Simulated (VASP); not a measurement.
Write the native input for VASP 6.6.1 that does the following.

| Item | Value |
| --- | --- |
| Task | relaxation of the atoms |
| Functional | PBEsol |
| Potentials or basis | VASP PAW PBE potentials, release 64 (Si) |
| Cutoff | 600 eV |
| k mesh | 16 × 16 × 16 |
| Occupations | methfessel-paxton, width 0.1 eV |
| Spin | no spin polarisation |
| Further INCAR settings | ALGO = Fast; EDIFF = 1e-07; IBRION = 2; EDIFFG = -0.01; NSW = 40 |

The structure of Si lies in POSCAR:

```
Si                                      
1.0
    0.0000000000      1.9024281140      1.9024281140
    1.9024281140      0.0000000000      1.9024281140
    1.9024281140      1.9024281140      0.0000000000
  Si            
     1
Direct
     0.0000000000000000    0.0000000000000000    0.0000000000000000
```

This isn't the form of Si at room conditions, which is diamond.

The cell isn't the ideal one: a relaxed cell with its volume scaled by 0.98.

These files were run (other wordings do the same):

INCAR

```
SYSTEM = Si
PREC     = Accurate       ! precision mode
ENCUT    = 600            ! plane-wave cutoff, eV
EDIFF    = 1E-7           ! SCF threshold, eV
ISMEAR   = 1              ! smearing method
SIGMA    = 0.1            ! smearing width, eV
LREAL    = .FALSE.        ! projectors in reciprocal space
LASPH    = .TRUE.         ! aspherical terms in the spheres
NELM     = 80             ! most SCF steps
ALGO     = Fast           ! electronic algorithm
ISIF     = 2              ! what is computed and relaxed
LWAVE    = .FALSE.        ! write WAVECAR
LCHARG   = .FALSE.        ! write CHGCAR
GGA      = PS             ! functional
IBRION   = 2              ! ionic algorithm
NSW      = 40             ! ionic steps
EDIFFG   = -0.01          ! ionic threshold
```

KPOINTS

```
regular mesh
0
G
  16 16 16
  0 0 0
```

Potentials or basis: VASP PAW PBE potentials, release 64 (Si).

Command:

```bash
$ cat potpaw_PBE.64/Si/POTCAR > POTCAR
$ mpirun -np 1 vasp_std > vasp.out
```

Results of the run:

| Item | Value |
| --- | --- |
| Pressure after relaxing | 2.1 GPa |
| Band gap on the k mesh | none (metal or under the smearing width) |

Caveat: the relaxation stopped at its first step, so nothing moved; the PAW data sets were made with another functional, which shifts forces and pressure a little.

Wall time 9.7 s on 1 thread of AMD EPYC 9R45 (Zen 5), on a shared host, peak memory 0.11 GiB.
